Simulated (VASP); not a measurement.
**Na3Cl2: single point with PBE**

Crystal: Na3Cl2.

```
Na Cl
1.0
     1.75995  -10.17026    0.00000
     1.75995   10.17026    0.00000
     0.00000    0.00000    3.52764
Na Cl
3 2
Direct
  0.50000 0.50000 0.00000
  0.33101 0.66899 0.00000
  0.66899 0.33101 0.00000
  0.91340 0.08660 0.50000
  0.08660 0.91340 0.50000
```

The cell comes from a database or a generator and needn't be the stable form of this composition.

```
Program             : VASP 6.6.1
Task                : single point
Functional          : PBE
Potentials or basis : VASP PAW PBE potentials, release 64 (Na_pv, Cl)
Cutoff              : 520 eV
k mesh              : 1 × 1 × 1, shifted
Occupations         : gaussian, width 0.1 eV
Spin                : no spin polarisation
```

```json
{
  "Pressure": "2.9 GPa",
  "Largest force": "0.113 eV/Å",
  "Band gap on the k mesh": "none (metal or under the smearing width)"
}
```

Forces in eV/Å, atoms in the order of the input:
```
Na   0.000  0.000  0.000
Na   0.000 -0.072  0.000
Na   0.000  0.072  0.000
Cl   0.000  0.113  0.000
Cl   0.000 -0.113  0.000
```

Stress tensor (GPa, compression positive):
```
 6.29  0.00  0.00
 0.00 -0.98  0.00
 0.00  0.00  3.32
```

Levels at points of the mesh, in eV from the Fermi level:
```tsv
k point	band 14	band 15	band 16	band 17	band 18	band 19	band 20	band 21	band 22	band 23
(0.50, 0.50, 0.50)	-6.27	-5.33	-4.54	-4.42	0.00	1.09	1.55	2.65	3.91	5.25
```

It took 13 s on 1 thread of Intel(R) Xeon(R) 6975P-C (Granite Rapids), with other jobs on the host, peak memory 0.36 GiB.

Caveat: the k mesh is coarse (spacing up to 1.81 Å⁻¹), so the values aren't converged; an odd number of electrons without spin polarisation forces a metal; a magnetic or distorted state may lie lower.
